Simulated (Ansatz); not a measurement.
Sb: a bulk modulus from differences

The cell was reached from a generator's guess, though it ends in a space group that the Crystallography Open Database lists for this formula.

All numbers below come from Ansatz 0.2.0, DFT PBE, scalar-relativistic, plane waves, PAW. Cutoff 420 eV, Γ-centred 18×18×18 mesh (1-atom cell), Gaussian smearing of 0.10 eV, no spin polarisation.

```cif
data_structure
_symmetry_space_group_name_H-M 'Pm-3m'
_symmetry_Int_Tables_number 221
_cell_length_a 3.1096
_cell_length_b 3.1096
_cell_length_c 3.1096
_cell_angle_alpha 90.000
_cell_angle_beta 90.000
_cell_angle_gamma 90.000
_cell_volume 30.07
loop_
_atom_site_label
_atom_site_type_symbol
_atom_site_symmetry_multiplicity
_atom_site_Wyckoff_symbol
_atom_site_fract_x
_atom_site_fract_y
_atom_site_fract_z
_atom_site_occupancy
Sb1 Sb 1 b 0.50000 0.50000 0.50000 1
```

The cell was set to several volumes, with shape and atoms relaxed at each where symmetry leaves them free. Pressure is positive in compression, and energies count from the lowest row. No row has a gap on its mesh.

| row | V (Å³/atom) | P (GPa) | ΔE (meV/atom) |
| --- | --- | --- | --- |
| 1 | 26.461 | 9.44 | 94.6 |
| 2 | 27.363 | ? | ? |
| 3 | 28.265 | 3.94 | 21.1 |
| 4 | 29.167 | 1.80 | 5.0 |
| 5 | 30.069 | -0.01 | 0.0 |
| 6 | 30.971 | -1.52 | 4.4 |
| 7 | 31.873 | -2.79 | 16.7 |
| 8 | 33.076 | -4.19 | 43.1 |

Question: Find B = −V·ΔP/ΔV from rows 4 and 6 and from rows 1 and 3, and from the two its slope B′ and its value B0 at zero pressure.

Answer: Rows 4 and 6 give −(29.167 + 30.971)/2 × (-1.52 − (1.80))/(30.971 − 29.167) = 55.3 GPa at a mean pressure of 0.14 GPa. Rows 1 and 3 give −(26.461 + 28.265)/2 × (3.94 − (9.44))/(28.265 − 26.461) = 83.4 GPa at a mean pressure of 6.69 GPa. So B′ = (83.4 − 55.3)/(6.69 − (0.14)) = 4.29 and B0 = 55.3 − 4.29 × (0.14) = 54.7 GPa. A third-order Birch–Murnaghan fit to all the energies gives B0 = 55.0 GPa and B′ = 4.5.

Question: Estimate the pressure and energy of row 2.

Answer: From row 5, V0 = 30.069 × (1 + (-0.01)/54.7) = 30.064 Å³/atom. Murnaghan's form P = (B0/B′)·[(V0/V)^B′ − 1] gives (54.7/4.29) × [(30.064/27.363)^4.29 − 1] = 6.34 GPa; the computed pressure is 6.45 GPa, so the estimate is off by -0.11 GPa. The work of compression from row 3, with the mean of the two pressures, gives ΔE = 21.1 + (6.34 + 3.94)/2 × (28.265 − 27.363)/160.2 × 1000 = 50.0 meV/atom (1 eV/Å³ = 160.2 GPa); the computed value is 50.2 meV/atom.

Spin–orbit coupling, which can matter for Sb, is left out. All volumes keep the k mesh of the relaxed cell. A structure relaxed within its symmetry needn't be a true minimum.
